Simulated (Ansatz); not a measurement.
## ZrS₂ (CdI2 type) under strain

ZrS₂ (CdI2 type), relaxed with r2SCAN+rVV10 in Ansatz 0.2.0. It is trigonal, P-3m1 (No. 164); conventional cell a = 3.674 Å, c = 5.857 Å, 22.83 Å³ an atom. Around Zr lie 6 S at 2.57 Å; around S lie 3 Zr at 2.57 Å.

The axes x, y and z are those of this cell:
```yaml
crystal:
  lattice:
    - [3.67440, 0.00000, 0.00000]
    - [-1.83720, 3.18212, 0.00000]
    - [0.00000, 0.00000, 5.85686]
  atoms:
    - { symbol: Zr, position: [0.00000, 0.00000, 0.00000] }
    - { symbol: S, position: [0.33333, 0.66667, 0.24623] }
    - { symbol: S, position: [0.66667, 0.33333, 0.75377] }
```

Unstrained: With PBE the valence top lies at k = (-0.089, 0.042, 0) and the conduction bottom at L, 0.877 eV higher; the smallest vertical gap, at Γ, is 1.502 eV. The r2SCAN gap is indirect, 1.181 eV (k = (-0.089, 0.042, 0) to L), below the direct gap of 1.811 eV at Γ. With HSE06 the valence top lies at k = (-0.089, 0.042, 0) and the conduction bottom at L, 1.666 eV higher; the smallest vertical gap, at Γ, is 2.381 eV. With r2SCAN+SOC the valence top lies at k = (-0.089, 0.042, 0) and the conduction bottom at L, 1.177 eV higher; the smallest vertical gap, at Γ, is 1.797 eV. Meshes: PBE 12×12×4, r2SCAN 12×12×4, HSE06 6×6×4, r2SCAN+SOC 12×12×4. Strains are changes of length per length. After each strain the atoms were relaxed again with r2SCAN+rVV10 within the symmetry that the strain leaves, so tilts or polar shifts that break it weren't tested; points keep the names that they have in the unstrained zone. (Simulation; no magnetic order is allowed.)

Changes of the least gap in eV (an overlap counts as a negative gap):

| strain | volume change (%) | space group | PBE | r2SCAN | HSE06 | r2SCAN+SOC | G0W0@PBE (mesh) |
| --- | --- | --- | --- | --- | --- | --- | --- |
| isotropic -4.0 % on every length | -11.5 | P-3m1 | -0.560 | -0.575 | -0.647 | -0.582 | -0.73 |
| isotropic -3.0 % on every length | -8.7 | P-3m1 | -0.400 | -0.409 | -0.460 | -0.417 | -0.53 |
| isotropic -2.0 % on every length | -5.9 | P-3m1 | -0.253 | -0.258 | -0.290 | -0.265 | -0.34 |
| isotropic -1.0 % on every length | -3.0 | P-3m1 | -0.120 | -0.122 | -0.137 | -0.124 | -0.16 |
| isotropic +1.0 % on every length | +3.0 | P-3m1 | +0.104 | +0.106 | +0.119 | +0.108 | +0.15 |
| isotropic +2.0 % on every length | +6.1 | P-3m1 | +0.199 | +0.202 | +0.227 | +0.204 | +0.28 |
| isotropic +3.0 % on every length | +9.3 | P-3m1 | +0.282 | +0.287 | +0.321 | +0.290 | +0.38 |
| isotropic +4.0 % on every length | +12.5 | P-3m1 | +0.355 | +0.361 | +0.403 | +0.364 | +0.46 |

Unstrained, G0W0@PBE with 285 empty bands, a screening cutoff of 150 eV and a 6×6×2 mesh gives 1.76 eV on its mesh; the band count follows the volume. G0W0 values are finite-basis, finite-mesh values.

Isotropic -4.0 % on every length. HSE06: the gap goes from 1.666 to 1.019 eV (-0.647 eV); the edges go from (-0.089, 0.042, 0) → L to Γ → L. Stress change with PBE, compression positive: xx +8.49, yy +8.49, zz +3.93 GPa.

Isotropic -3.0 % on every length. HSE06: the gap goes from 1.666 to 1.206 eV (-0.460 eV); the edges go from (-0.089, 0.042, 0) → L to Γ → L. Stress change with PBE, compression positive: xx +6.01, yy +6.01, zz +2.58 GPa.

Isotropic -2.0 % on every length. HSE06: the gap goes from 1.666 to 1.376 eV (-0.290 eV); the edges go from (-0.089, 0.042, 0) → L to (-0.031, 0.005, 0) → L. Stress change with PBE, compression positive: xx +3.77, yy +3.77, zz +1.49 GPa.

Isotropic -1.0 % on every length. HSE06: the gap goes from 1.666 to 1.529 eV (-0.137 eV); the edges go from (-0.089, 0.042, 0) → L to (-0.068, 0.031, 0) → L. Stress change with PBE, compression positive: xx +1.78, yy +1.78, zz +0.64 GPa.

Isotropic +1.0 % on every length. HSE06: the gap goes from 1.666 to 1.785 eV (+0.119 eV); the edges go from (-0.089, 0.042, 0) → L to (-0.109, 0.052, 0) → L. Stress change with PBE, compression positive: xx -1.62, yy -1.62, zz -0.54 GPa.

Isotropic +2.0 % on every length. HSE06: the gap goes from 1.666 to 1.893 eV (+0.227 eV); the edges go from (-0.089, 0.042, 0) → L to Γ–K (0.19) → L. Stress change with PBE, compression positive: xx -3.04, yy -3.04, zz -0.92 GPa.

Isotropic +3.0 % on every length. HSE06: the gap goes from 1.666 to 1.987 eV (+0.321 eV); the edges go from (-0.089, 0.042, 0) → L to Γ–K (0.20) → L. Stress change with PBE, compression positive: xx -4.32, yy -4.32, zz -1.23 GPa.

Isotropic +4.0 % on every length. HSE06: the gap goes from 1.666 to 2.069 eV (+0.403 eV); the edges go from (-0.089, 0.042, 0) → L to (-0.078, 0.151, 0) → L. Stress change with PBE, compression positive: xx -5.47, yy -5.47, zz -1.49 GPa.

Only the levels marked +SOC include spin-orbit coupling.

Where an edge lies off the special points, it is a point of the mesh or the k point where a search put PBE's edge or least direct gap, reused for the other functionals, whose own edges may lie a little apart.

Coordinates of k points refer to the reciprocal vectors of the primitive cell of the runs.

The meshes of the hybrids are coarse, so their gaps aren't converged to the digits shown.
